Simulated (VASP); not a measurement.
# Gap of BaTiO3, level by level, part 2 of 3

Aim: the band gap of BaTiO3 at many levels of theory on one cell, with the cost of each. Left out of this account: 1 further run (bands with TB-mBJ + SOC: it diverged and was aborted). The start is a cell from a database of measured crystal structures.

VASP 6.6.1, plane waves and PAW; the level of theory is named at each step.

So far, least gap on mesh and path (eV): step 2 (bands, level LDA, k 4×4×4) 1.69; step 3 (bands, level PBEsol, k 4×4×4) 1.74; step 4 (bands, level PBE, k 4×4×4) 1.79; step 5 (bands, level r2SCAN, k 4×4×4) 2.19; step 7 (bands, level BLYP, k 4×4×4) 1.81.

### Step 8. Bands with SCAN, k 4×4×4

This step: SCAN; plane waves and PAW (Ba_sv, Ti_sv, O) (VASP 6.6.1).

SCAN adds the kinetic-energy density; it is numerically more delicate than r2SCAN.

INCAR

```
SYSTEM = BaTiO3
PREC = Accurate
ENCUT = 520
EDIFF = 1E-06
NELM = 100
ISMEAR = 0
SIGMA = 0.02
LREAL = .FALSE.
ALGO = Normal
METAGGA = SCAN
LASPH = .TRUE.
NBANDS = 35
LORBIT = 11
LWAVE = .FALSE.
LCHARG = .FALSE.
KPAR = 8
```

POSCAR

```
BaTiO3
1.0
    3.9904800000      0.0000000000      0.0000000000
    0.0000000000      3.9904800000      0.0000000000
    0.0000000000      0.0000000000      4.0230300000
Ba Ti O
1 1 3
Direct
    0.0000000000      0.0000000000      0.0000000000
    0.5000000000      0.5000000000      0.5220000000
    0.5000000000      0.5000000000      0.9790000000
    0.5000000000      0.0000000000      0.4880000000
    0.0000000000      0.5000000000      0.4880000000
```

KPOINTS

```
Automatic mesh
0
Gamma
4 4 4
0 0 0
```

KPOINTS_OPT

```
Line mode
16
Line-mode
Reciprocal
  0.00000000   0.00000000   0.00000000 GAMMA
  0.00000000   0.50000000   0.00000000 X

  0.00000000   0.50000000   0.00000000 X
  0.50000000   0.50000000   0.00000000 M

  0.50000000   0.50000000   0.00000000 M
  0.00000000   0.00000000   0.00000000 GAMMA

  0.00000000   0.00000000   0.00000000 GAMMA
  0.00000000   0.00000000   0.50000000 Z

  0.00000000   0.00000000   0.50000000 Z
  0.00000000   0.50000000   0.50000000 R

  0.00000000   0.50000000   0.50000000 R
  0.50000000   0.50000000   0.50000000 A

  0.50000000   0.50000000   0.50000000 A
  0.00000000   0.00000000   0.50000000 Z

  0.00000000   0.50000000   0.00000000 X
  0.00000000   0.50000000   0.50000000 R

  0.50000000   0.50000000   0.00000000 M
  0.50000000   0.50000000   0.50000000 A
```

PAW data sets: Ba_sv, Ti_sv and O (PBE family, release 64).

On the command line:

```
mpirun -np 8 vasp_std
```

Elapsed: 54 s, on 8 MPI ranks of Intel Xeon 6975P-C (Granite Rapids), shared host; peak memory 1.8 GiB; 7.1 min of CPU time.

At this level the cell is under a pressure of 2.0 GPa, so at these settings it is away from equilibrium.

Electronic bands along the path, in eV, zero at the valence-band top; v1 is the highest filled band, c1 the lowest empty one:

| point | v4 | v3 | v2 | v1 | c1 | c2 | c3 | c4 |
| --- | --- | --- | --- | --- | --- | --- | --- | --- |
| Γ | -1.21 | -0.48 | -0.39 | -0.39 | 2.19 | 2.55 | 2.55 | 4.33 |
| 0.47 of the way | -1.51 | -1.23 | -0.79 | -0.68 | 2.59 | 3.04 | 3.09 | 4.49 |
| X | -1.85 | -1.69 | -1.18 | -1.03 | 2.67 | 3.89 | 3.96 | 4.47 |
| 0.47 of the way | -1.74 | -1.61 | -1.14 | -0.58 | 3.15 | 3.97 | 4.03 | 5.01 |
| M | -1.92 | -1.12 | -1.12 | -0.09 | 3.98 | 3.98 | 4.36 | 5.06 |
| 0.47 of the way | -2.02 | -1.22 | -1.05 | -0.51 | 3.16 | 3.37 | 3.60 | 5.05 |
| Γ | -1.21 | -0.48 | -0.39 | -0.39 | 2.19 | 2.55 | 2.55 | 4.33 |
| 0.47 of the way | -1.60 | -1.28 | -0.56 | -0.56 | 2.26 | 3.24 | 3.24 | 4.33 |
| Z | -2.01 | -1.98 | -0.76 | -0.76 | 2.34 | 4.01 | 4.01 | 4.33 |
| 0.53 of the way | -1.42 | -1.40 | -1.14 | -0.63 | 3.27 | 4.01 | 4.08 | 5.07 |
| R | -1.83 | -0.96 | -0.93 | -0.27 | 3.92 | 4.02 | 4.36 | 5.23 |
| 0.47 of the way | -2.54 | -0.68 | -0.59 | -0.23 | 4.19 | 4.21 | 4.47 | 6.53 |
| A | -2.47 | -0.18 | -0.18 | 0.00 | 4.59 | 4.60 | 4.60 | 7.06 |
| 0.47 of the way | -2.28 | -0.85 | -0.70 | -0.60 | 3.79 | 4.17 | 4.21 | 6.47 |
| Z | -2.01 | -1.98 | -0.76 | -0.76 | 2.34 | 4.01 | 4.01 | 4.33 |
| jump to X | -1.85 | -1.69 | -1.18 | -1.03 | 2.67 | 3.89 | 3.96 | 4.47 |
| 0.47 of the way | -1.51 | -1.50 | -1.27 | -0.72 | 3.30 | 3.91 | 4.06 | 5.04 |
| R | -1.83 | -0.96 | -0.93 | -0.27 | 3.92 | 4.02 | 4.36 | 5.23 |
| jump to M | -1.92 | -1.12 | -1.12 | -0.09 | 3.98 | 3.98 | 4.36 | 5.06 |
| 0.47 of the way | -2.62 | -0.79 | -0.79 | -0.05 | 4.24 | 4.24 | 4.46 | 6.34 |
| A | -2.47 | -0.18 | -0.18 | 0.00 | 4.59 | 4.60 | 4.60 | 7.06 |

The largest weight of each band there:

| point | v4 | v3 | v2 | v1 | c1 | c2 | c3 | c4 |
| --- | --- | --- | --- | --- | --- | --- | --- | --- |
| Γ | O 0.99 | O 0.88 | O 0.90 | O 0.90 | Ti 0.97 | Ti 0.88 | Ti 0.88 | Ti 0.95 |
| X | O 0.73 | O 0.82 | O 0.85 | O 0.89 | Ti 0.93 | Ti 0.82 | Ti 0.82 | Ti 0.93 |
| M | O 0.85 | O 0.88 | O 0.88 | O 0.98 | Ti 0.83 | Ti 0.83 | Ti 0.87 | Ti 0.90 |
| Γ | O 0.99 | O 0.88 | O 0.90 | O 0.90 | Ti 0.97 | Ti 0.88 | Ti 0.88 | Ti 0.95 |
| Z | O 0.87 | O 0.92 | O 0.94 | O 0.94 | Ti 1.00 | Ti 0.82 | Ti 0.82 | Ti 0.95 |
| R | O 0.86 | O 0.88 | O 0.89 | O 0.98 | Ti 0.84 | Ti 0.84 | Ti 0.87 | Ti 0.88 |

The gap is 2.19 eV, indirect, from A to Γ. Against LDA that is +0.49 eV; this run took 3.6 times the core time.

### Step 9. Starting orbitals for the hybrid

This step: PBE; plane waves and PAW (Ba_sv, Ti_sv, O) (VASP 6.6.1).

A hybrid converges badly from random orbitals, so a cheap semilocal run writes a WAVECAR on the same mesh first.

INCAR

```
SYSTEM = BaTiO3
PREC = Accurate
ENCUT = 520
EDIFF = 1E-05
NELM = 100
ISMEAR = 0
SIGMA = 0.02
LREAL = .FALSE.
ALGO = Normal
GGA = PE
NBANDS = 26
LASPH = .TRUE.
LORBIT = 11
LWAVE = .TRUE.
LCHARG = .FALSE.
KPAR = 8
```

POSCAR is that of step 8.

KPOINTS is that of step 8.

On the command line:

```
mpirun -np 8 vasp_std
```

Wall time 4 s (8 MPI ranks); peak memory 1.5 GiB; 28 s of CPU time.

The gap is read on the k-mesh alone, so it is an upper bound where the band edges lie off the mesh.

A gap read on the k-mesh alone can miss the band edges.

This step gave:

```
SCF cycles                     : 14
bands                          : 26
free energy (TOTEN)            : -39.97 eV
Fermi energy                   : 4.122 eV
pressure                       : 5.824 GPa
gap on the k-mesh              : 1.790 eV
least direct gap on the k-mesh : 2.171 eV
```

Force by atom:

| atom | x (eV/Å) | y (eV/Å) | z (eV/Å) | size |
| --- | --- | --- | --- | --- |
| Ba1 | 0.000 | 0.000 | 0.136 | 0.136 |
| Ti2 | 0.000 | 0.000 | -0.182 | 0.182 |
| O3 | 0.000 | 0.000 | 0.052 | 0.052 |
| O4 | 0.000 | 0.000 | -0.003 | 0.003 |
| O5 | 0.000 | 0.000 | -0.003 | 0.003 |

### Step 10. Bands with HSE06, k 4×4×4

This step: HSE06; plane waves and PAW (Ba_sv, Ti_sv, O) (VASP 6.6.1).

HSE06 mixes in a quarter of exact exchange at short range, at far higher cost; in semiconductors this cures much of the gap error, while metals seldom gain.

INCAR

```
SYSTEM = BaTiO3
PREC = Accurate
ENCUT = 520
EDIFF = 1E-06
NELM = 100
ISMEAR = 0
SIGMA = 0.02
LREAL = .FALSE.
ALGO = Normal
LHFCALC = .TRUE.
AEXX = 0.25
GGA = PE
HFSCREEN = 0.2
LASPH = .TRUE.
NBANDS = 26
PRECFOCK = Fast
LORBIT = 11
LWAVE = .FALSE.
LCHARG = .FALSE.
KPAR = 8
```

POSCAR is that of step 9.

KPOINTS is that of step 9.

KPOINTS_OPT: that of step 8 with these lines changed.

```diff
@@ -1,3 +1,3 @@
 Line mode
-16
+6
 Line-mode
```

The WAVECAR or CHGCAR of an earlier step is read.

On the command line:

```
mpirun -np 8 vasp_std
```

The job ended after 5.1 min (8 MPI ranks; peak memory 2.9 GiB).

Electronic bands along the path, in eV, zero at the valence-band top; v1 is the highest filled band, c1 the lowest empty one:

| point | v4 | v3 | v2 | v1 | c1 | c2 | c3 | c4 |
| --- | --- | --- | --- | --- | --- | --- | --- | --- |
| Γ | -1.27 | -0.48 | -0.36 | -0.36 | 3.24 | 3.60 | 3.60 | 5.46 |
| 0.40 of the way | -1.50 | -1.12 | -0.70 | -0.60 | 3.64 | 3.98 | 4.04 | 5.61 |
| X | -1.95 | -1.77 | -1.20 | -1.07 | 3.76 | 5.15 | 5.20 | 5.58 |
| 0.60 of the way | -1.88 | -1.50 | -1.26 | -0.37 | 4.60 | 5.22 | 5.43 | 6.21 |
| M | -2.06 | -1.17 | -1.17 | -0.09 | 5.23 | 5.23 | 5.70 | 6.17 |
| 0.40 of the way | -2.10 | -1.25 | -1.23 | -0.45 | 4.47 | 4.70 | 5.02 | 6.24 |
| Γ | -1.27 | -0.48 | -0.36 | -0.36 | 3.24 | 3.60 | 3.60 | 5.46 |
| 0.40 of the way | -1.58 | -1.18 | -0.51 | -0.51 | 3.30 | 4.21 | 4.21 | 5.46 |
| Z | -2.14 | -2.09 | -0.76 | -0.76 | 3.42 | 5.25 | 5.25 | 5.46 |
| 0.60 of the way | -1.57 | -1.38 | -1.15 | -0.55 | 4.62 | 5.27 | 5.39 | 6.29 |
| R | -1.95 | -1.00 | -0.96 | -0.28 | 5.18 | 5.27 | 5.66 | 6.39 |
| 0.60 of the way | -2.62 | -0.54 | -0.41 | -0.22 | 5.63 | 5.64 | 5.84 | 8.08 |
| A | -2.58 | -0.19 | -0.19 | 0.00 | 5.93 | 5.93 | 5.95 | 8.03 |
| 0.40 of the way | -2.49 | -0.74 | -0.63 | -0.50 | 5.25 | 5.54 | 5.57 | 8.07 |
| Z | -2.14 | -2.09 | -0.76 | -0.76 | 3.42 | 5.25 | 5.25 | 5.46 |
| jump to X | -1.95 | -1.77 | -1.20 | -1.07 | 3.76 | 5.15 | 5.20 | 5.58 |
| 0.40 of the way | -1.69 | -1.50 | -1.34 | -0.89 | 4.30 | 5.16 | 5.28 | 6.11 |
| R | -1.95 | -1.00 | -0.96 | -0.28 | 5.18 | 5.27 | 5.66 | 6.39 |
| jump to M | -2.06 | -1.17 | -1.17 | -0.09 | 5.23 | 5.23 | 5.70 | 6.17 |
| 0.40 of the way | -2.79 | -0.91 | -0.91 | -0.06 | 5.45 | 5.45 | 5.79 | 7.23 |
| A | -2.58 | -0.19 | -0.19 | 0.00 | 5.93 | 5.93 | 5.95 | 8.03 |

The largest weight of each band there:

| point | v4 | v3 | v2 | v1 | c1 | c2 | c3 | c4 |
| --- | --- | --- | --- | --- | --- | --- | --- | --- |
| Γ | O 0.99 | O 0.88 | O 0.91 | O 0.91 | Ti 0.96 | Ti 0.89 | Ti 0.89 | Ti 0.95 |
| X | O 0.74 | O 0.82 | O 0.86 | O 0.89 | Ti 0.93 | Ti 0.83 | Ti 0.83 | Ti 0.93 |
| M | O 0.84 | O 0.87 | O 0.87 | O 0.98 | Ti 0.84 | Ti 0.84 | Ti 0.87 | Ti 0.90 |
| Γ | O 0.99 | O 0.88 | O 0.91 | O 0.91 | Ti 0.96 | Ti 0.89 | Ti 0.89 | Ti 0.95 |
| Z | O 0.92 | O 0.88 | O 0.93 | O 0.93 | Ti 1.00 | Ti 0.83 | Ti 0.83 | Ti 0.95 |
| R | O 0.85 | O 0.87 | O 0.88 | O 0.98 | Ti 0.84 | Ti 0.84 | Ti 0.87 | Ti 0.88 |

The gap is 3.24 eV, indirect, from A to Γ. Against LDA that is +1.55 eV; this run took 20 times the core time, on fewer points of the path.

### Step 11. Dielectric constant for the exchange share

This step: PBE; plane waves and PAW (Ba_sv, Ti_sv, O) (VASP 6.6.1).

The share of exact exchange of the next level is the inverse of the dielectric constant, which this PBE response run supplies.

INCAR

```
SYSTEM = BaTiO3
PREC = Accurate
ENCUT = 520
EDIFF = 1E-08
NELM = 100
ISMEAR = 0
SIGMA = 0.01
LREAL = .FALSE.
ALGO = Normal
GGA = PE
NBANDS = 26
LASPH = .TRUE.
LORBIT = 11
LWAVE = .FALSE.
LCHARG = .FALSE.
KPAR = 8
LEPSILON = .TRUE.
```

POSCAR is that of step 10.

KPOINTS

```
Automatic mesh
0
Gamma
10 10 10
0 0 0
```

On the command line:

```
mpirun -np 8 vasp_std
```

The job ended after 5.6 min (8 MPI ranks; peak memory 9.6 GiB; 45 min of CPU time).

Energies printed during the response cycles are not total energies of the cell. The dielectric response converges more slowly with the mesh than energies do, so tensor and charges may still move on a finer one.

Numbers from this step:

- irreducible k-points: 126
- Fermi energy: 3.975 eV
- pressure: 5.789 GPa
- gap on the k-mesh: 1.796 eV
- least direct gap on the k-mesh: 2.177 eV

Electronic dielectric tensor with local fields:

```
6.42 0.00 0.00
0.00 6.42 0.00
0.00 0.00 5.73
```

Born effective charge (e), principal values of the symmetric part by kind of site:

| atom | atoms with these values | low | middle | high | mean |
| --- | --- | --- | --- | --- | --- |
| Ba1 | 1 | 2.73 | 2.73 | 2.83 | 2.77 |
| Ti2 | 1 | 5.89 | 7.05 | 7.05 | 6.66 |
| O3 | 1 | -4.79 | -2.00 | -2.00 | -2.93 |
| O4 | 2 | -5.63 | -2.15 | -1.97 | -3.25 |

In full for O4:

```
-2.15  0.00  0.00
 0.00 -5.63  0.00
 0.00  0.00 -1.97
```

Piezoelectric tensor with clamped ions (C/m²), by row:

| field | xx | yy | zz | xy | yz | zx |
| --- | --- | --- | --- | --- | --- | --- |
| x | 0 | 0 | 0 | 0 | 0 | 0.09086 |
| y | 0 | 0 | 0 | 0 | 0.09086 | 0 |
| z | 0.1778 | 0.1778 | 0.1098 | 0 | 0 | 0 |

Force by atom:

| atom | x (eV/Å) | y (eV/Å) | z (eV/Å) | size |
| --- | --- | --- | --- | --- |
| Ba1 | 0.000 | 0.000 | 0.133 | 0.133 |
| Ti2 | 0.000 | 0.000 | -0.254 | 0.254 |
| O3 | 0.000 | 0.000 | 0.076 | 0.076 |
| O4 | 0.000 | 0.000 | 0.023 | 0.023 |
| O5 | 0.000 | 0.000 | 0.023 | 0.023 |

The Born charges sum to zero; the printed set may have that rule imposed, so this is no test.

### Step 12. Bands with r2SCAN-EpsX, k 4×4×4

This step: r2SCAN-EpsX, exact-exchange share 1/6.191; plane waves and PAW (Ba_sv, Ti_sv, O) (VASP 6.6.1).

Here the share of exact exchange is set to the inverse of the computed dielectric constant, since screening weakens exchange.

INCAR

```
SYSTEM = BaTiO3
PREC = Accurate
ENCUT = 520
EDIFF = 1E-06
NELM = 100
ISMEAR = 0
SIGMA = 0.02
LREAL = .FALSE.
ALGO = Normal
LHFCALC = .TRUE.
AEXX = 0.162
METAGGA = R2SCAN
LASPH = .TRUE.
NBANDS = 26
PRECFOCK = Fast
HFRCUT = -1
LORBIT = 11
LWAVE = .FALSE.
LCHARG = .FALSE.
KPAR = 8
```

POSCAR is that of step 11.

KPOINTS

```
Automatic mesh
0
Gamma
4 4 4
0 0 0
```

KPOINTS_OPT is that of step 10.

On the command line:

```
mpirun -np 8 vasp_std
```

Run time: 5 min. Hardware: 8 MPI ranks; peak memory 2.2 GiB; 40 min of CPU time.

The share of exact exchange rests on that dielectric constant; a constant that is too large makes it too small.

The electronic bands at the labelled points (eV, zero at the valence-band top; v1 is the highest filled band, c1 the lowest empty one):

| point | v4 | v3 | v2 | v1 | c1 | c2 | c3 | c4 |
| --- | --- | --- | --- | --- | --- | --- | --- | --- |
| Γ | -1.26 | -0.48 | -0.37 | -0.37 | 3.54 | 3.89 | 3.89 | 5.67 |
| 0.40 of the way | -1.49 | -1.11 | -0.70 | -0.60 | 3.92 | 4.25 | 4.30 | 5.83 |
| X | -1.92 | -1.75 | -1.20 | -1.07 | 4.03 | 5.37 | 5.42 | 5.80 |
| 0.60 of the way | -1.85 | -1.49 | -1.26 | -0.37 | 4.85 | 5.44 | 5.64 | 6.46 |
| M | -2.04 | -1.16 | -1.16 | -0.09 | 5.45 | 5.45 | 5.90 | 6.42 |
| 0.40 of the way | -2.07 | -1.25 | -1.22 | -0.45 | 4.73 | 4.94 | 5.26 | 6.47 |
| Γ | -1.26 | -0.48 | -0.37 | -0.37 | 3.54 | 3.89 | 3.89 | 5.67 |
| 0.40 of the way | -1.58 | -1.16 | -0.51 | -0.51 | 3.59 | 4.47 | 4.47 | 5.67 |
| Z | -2.09 | -2.08 | -0.77 | -0.77 | 3.71 | 5.48 | 5.48 | 5.67 |
| 0.60 of the way | -1.55 | -1.37 | -1.15 | -0.55 | 4.86 | 5.49 | 5.61 | 6.51 |
| R | -1.92 | -0.99 | -0.96 | -0.28 | 5.40 | 5.50 | 5.87 | 6.63 |
| 0.60 of the way | -2.59 | -0.54 | -0.41 | -0.22 | 5.84 | 5.85 | 6.04 | 8.41 |
| A | -2.55 | -0.19 | -0.19 | 0.00 | 6.13 | 6.13 | 6.14 | 8.45 |
| 0.40 of the way | -2.46 | -0.73 | -0.63 | -0.50 | 5.47 | 5.75 | 5.79 | 8.30 |
| Z | -2.09 | -2.08 | -0.77 | -0.77 | 3.71 | 5.48 | 5.48 | 5.67 |
| jump to X | -1.92 | -1.75 | -1.20 | -1.07 | 4.03 | 5.37 | 5.42 | 5.80 |
| 0.40 of the way | -1.67 | -1.48 | -1.33 | -0.88 | 4.55 | 5.38 | 5.50 | 6.33 |
| R | -1.92 | -0.99 | -0.96 | -0.28 | 5.40 | 5.50 | 5.87 | 6.63 |
| jump to M | -2.04 | -1.16 | -1.16 | -0.09 | 5.45 | 5.45 | 5.90 | 6.42 |
| 0.40 of the way | -2.76 | -0.91 | -0.91 | -0.06 | 5.66 | 5.66 | 5.99 | 7.50 |
| A | -2.55 | -0.19 | -0.19 | 0.00 | 6.13 | 6.13 | 6.14 | 8.45 |

The largest weight of each band there:

| point | v4 | v3 | v2 | v1 | c1 | c2 | c3 | c4 |
| --- | --- | --- | --- | --- | --- | --- | --- | --- |
| Γ | O 0.99 | O 0.88 | O 0.91 | O 0.91 | Ti 0.97 | Ti 0.89 | Ti 0.89 | Ti 0.95 |
| X | O 0.75 | O 0.83 | O 0.86 | O 0.89 | Ti 0.94 | Ti 0.84 | Ti 0.84 | Ti 0.93 |
| M | O 0.84 | O 0.88 | O 0.88 | O 0.98 | Ti 0.84 | Ti 0.84 | Ti 0.88 | Ti 0.90 |
| Γ | O 0.99 | O 0.88 | O 0.91 | O 0.91 | Ti 0.97 | Ti 0.89 | Ti 0.89 | Ti 0.95 |
| Z | O 0.92 | O 0.88 | O 0.93 | O 0.93 | Ti 1.00 | Ti 0.84 | Ti 0.84 | Ti 0.95 |
| R | O 0.86 | O 0.87 | O 0.88 | O 0.98 | Ti 0.85 | Ti 0.85 | Ti 0.88 | Ti 0.88 |

The gap is 3.54 eV, indirect, from A to Γ. Against LDA that is +1.84 eV; this run took 20 times the core time, on fewer points of the path.

### Step 13. Bands with PBE-EpsX, k 4×4×4

This step: PBE-EpsX, exact-exchange share 1/6.191; plane waves and PAW (Ba_sv, Ti_sv, O) (VASP 6.6.1).

INCAR: that of step 12 with these lines changed.

```diff
@@ -11,3 +11,3 @@
 AEXX = 0.162
-METAGGA = R2SCAN
+GGA = PE
 LASPH = .TRUE.
```

POSCAR is that of step 12.

KPOINTS is that of step 12.

KPOINTS_OPT is that of step 12.

On the command line:

```
mpirun -np 8 vasp_std
```

Elapsed: 4.6 min, on 8 MPI ranks; peak memory 2.2 GiB.

The electronic bands at the labelled points (eV, zero at the valence-band top; v1 is the highest filled band, c1 the lowest empty one):

| point | v4 | v3 | v2 | v1 | c1 | c2 | c3 | c4 |
| --- | --- | --- | --- | --- | --- | --- | --- | --- |
| Γ | -1.23 | -0.47 | -0.37 | -0.37 | 3.17 | 3.54 | 3.54 | 5.41 |
| 0.40 of the way | -1.48 | -1.10 | -0.70 | -0.59 | 3.57 | 3.90 | 3.96 | 5.56 |
| X | -1.93 | -1.76 | -1.19 | -1.04 | 3.69 | 5.03 | 5.09 | 5.54 |
| 0.60 of the way | -1.83 | -1.48 | -1.24 | -0.37 | 4.52 | 5.10 | 5.29 | 6.15 |
| M | -2.00 | -1.15 | -1.15 | -0.09 | 5.12 | 5.12 | 5.54 | 6.11 |
| 0.40 of the way | -2.06 | -1.23 | -1.21 | -0.45 | 4.39 | 4.61 | 4.90 | 6.17 |
| Γ | -1.23 | -0.47 | -0.37 | -0.37 | 3.17 | 3.54 | 3.54 | 5.41 |
| 0.40 of the way | -1.56 | -1.16 | -0.51 | -0.51 | 3.23 | 4.13 | 4.13 | 5.41 |
| Z | -2.09 | -2.07 | -0.75 | -0.75 | 3.35 | 5.14 | 5.14 | 5.41 |
| 0.60 of the way | -1.54 | -1.36 | -1.13 | -0.55 | 4.52 | 5.15 | 5.26 | 6.21 |
| R | -1.89 | -0.98 | -0.95 | -0.28 | 5.07 | 5.16 | 5.52 | 6.32 |
| 0.60 of the way | -2.59 | -0.54 | -0.41 | -0.22 | 5.50 | 5.50 | 5.69 | 7.96 |
| A | -2.55 | -0.19 | -0.19 | 0.00 | 5.78 | 5.78 | 5.79 | 7.92 |
| 0.40 of the way | -2.46 | -0.73 | -0.63 | -0.49 | 5.13 | 5.41 | 5.44 | 7.95 |
| Z | -2.09 | -2.07 | -0.75 | -0.75 | 3.35 | 5.14 | 5.14 | 5.41 |
| jump to X | -1.93 | -1.76 | -1.19 | -1.04 | 3.69 | 5.03 | 5.09 | 5.54 |
| 0.40 of the way | -1.67 | -1.47 | -1.32 | -0.89 | 4.21 | 5.04 | 5.16 | 6.04 |
| R | -1.89 | -0.98 | -0.95 | -0.28 | 5.07 | 5.16 | 5.52 | 6.32 |
| jump to M | -2.00 | -1.15 | -1.15 | -0.09 | 5.12 | 5.12 | 5.54 | 6.11 |
| 0.40 of the way | -2.76 | -0.90 | -0.90 | -0.06 | 5.32 | 5.32 | 5.63 | 7.14 |
| A | -2.55 | -0.19 | -0.19 | 0.00 | 5.78 | 5.78 | 5.79 | 7.92 |

The largest weight of each band there:

| point | v4 | v3 | v2 | v1 | c1 | c2 | c3 | c4 |
| --- | --- | --- | --- | --- | --- | --- | --- | --- |
| Γ | O 0.99 | O 0.88 | O 0.91 | O 0.91 | Ti 0.96 | Ti 0.88 | Ti 0.88 | Ti 0.95 |
| X | O 0.73 | O 0.82 | O 0.86 | O 0.89 | Ti 0.93 | Ti 0.82 | Ti 0.82 | Ti 0.93 |
| M | O 0.84 | O 0.88 | O 0.88 | O 0.98 | Ti 0.83 | Ti 0.83 | Ti 0.87 | Ti 0.90 |
| Γ | O 0.99 | O 0.88 | O 0.91 | O 0.91 | Ti 0.96 | Ti 0.88 | Ti 0.88 | Ti 0.95 |
| Z | O 0.92 | O 0.87 | O 0.93 | O 0.93 | Ti 1.00 | Ti 0.83 | Ti 0.83 | Ti 0.95 |
| R | O 0.85 | O 0.87 | O 0.88 | O 0.98 | Ti 0.84 | Ti 0.84 | Ti 0.87 | Ti 0.88 |

The gap is 3.17 eV, indirect, from A to Γ. Against LDA that is +1.48 eV; this run took 18 times the core time, on fewer points of the path.

(Continued in part 3 of 3.)

[Lines on the potential files, build, host, timing and source positions are cut from VASP's logs without a mark.]

[Logs are printed without paths, hosts, clocks, repeated set-up lines and the standing remarks that a program may print on its own settings, such as how far it seeks lower states.]

[Hosts, paths, dates, database ids (printed as entryN), source tags and the programs' standing remarks are cut or masked in the printed files.]

[Measured values are set beside computed ones only where the two were judged alike; some that the calculation misses by far are left out.]

[In band tables of VASP the shares of atoms and orbitals are scaled to a sum of 1 inside the atoms' spheres.]
